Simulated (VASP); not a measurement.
Crystal: C.

```
CELL_PARAMETERS angstrom
7.08834 0.00000 0.00000
-3.54417 6.13868 0.00000
0.00000 0.00000 1.27319
ATOMIC_POSITIONS crystal
C 0.00000 0.00000 0.00000
C 0.33333 0.66667 0.50000
C 0.66667 0.33333 0.50000
```

The cell was built by a generator and needn't be a form met in nature.

```yaml
Program: VASP 6.6.1
Task: relaxation of cell and atoms
Functional: PBE
Potentials_or_basis: VASP PAW PBE potentials, release 64 (C)
Cutoff: 600 eV
k_mesh: 3 × 3 × 12
Occupations: gaussian, width 0.1 eV
Spin: no spin polarisation
```

At the start: pressure 3.0 GPa; volume 18.47 Å³/atom.

Task: Where does the relaxation end?

Result: Over 13 steps the energy falls by 63.1 meV/atom and the volume is 12.29 Å³/atom (-33.5 %); space group P6/mmm (No. 191, to 0.05 Å).

The path:
```
step  energy change (eV)  largest force (eV/Å)  pressure (GPa)  volume (Å³)
   1              0.0000                0.0000            3.04        55.40
   2              0.4582                0.0000          -17.04        58.15
   3             -0.0233                0.0000           -1.34        55.91
   4             -0.0235                0.0000           -1.04        55.88
   5             -0.0300                0.0000           -1.08        55.13
   6             -0.0507                0.0000           -1.18        52.93
   7             -0.0951                0.0000           -1.36        48.65
   8             -0.1764                0.0000           -1.27        40.65
   9              0.3232                0.0000           10.95        26.79
  10             -0.1832                0.0000           -1.16        39.59
  11             -0.1890                0.0000           -0.66        36.96
  12              0.2614                0.0000           31.48        33.53
  13             -0.1893                0.0000            0.04        36.86
```

Final structure:
```yaml
crystal:
  lattice:
    - [5.75346, 0.00000, 0.00000]
    - [-2.87673, 4.98264, 0.00000]
    - [0.00000, 0.00000, 1.28591]
  atoms:
    - { symbol: C, position: [0.00000, 0.00000, 0.00000] }
    - { symbol: C, position: [0.33333, 0.66667, 0.50000] }
    - { symbol: C, position: [0.66667, 0.33333, 0.50000] }
```

Caveat: the k mesh is coarse (spacing up to 0.41 Å⁻¹), so the values aren't converged; the volume moved by over 15 % at a fixed basis, so the end points are rough.
